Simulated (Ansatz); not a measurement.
Crystal: HgSe.

```
Hg Se
1.0
     0.00000    3.03900    3.03900
     3.03900    0.00000    3.03900
     3.03900    3.03900    0.00000
Hg Se
1 1
Direct
  0.00000 0.00000 0.00000
  0.75000 0.75000 0.75000
```

Base run:

| Quantity | Value |
| --- | --- |
| Program | Ansatz 0.2.0 |
| Functional | BLYP |
| Potentials or basis | Ansatz PAW |
| Cutoff | 420 eV (not typed: the program's choice for these potentials) |
| k mesh | 8 × 8 × 8 |
| Occupations | fermi-dirac, width 0.05 eV |
| Spin | no spin polarisation |

Its results: band gap on the k mesh none (metal or under the smearing width); pressure 8.4 GPa.

Question: After a change of settings the same cell gave: band gap on the k mesh none (metal or under the smearing width); pressure 6.7 GPa. Which change was it?
A. functional from BLYP to PBEsol
B. functional from BLYP to r2SCAN; cutoff from 420 eV (not typed: the program's choice for these potentials) to 500 eV (not typed: the program's choice for these potentials)
C. functional from BLYP to PBEsol; occupations from fermi-dirac, width 0.05 eV to gaussian, width 0.1 eV
D. functional from BLYP to RPBE

Answer: D.

Caveats: spin-orbit coupling is left out, which moves the levels of the heavy elements; the PAW data sets come from PBE, with cores solved anew for the run's functional, which leaves a small shift of forces and pressure.

Runs at the PBE level aren't shown here.
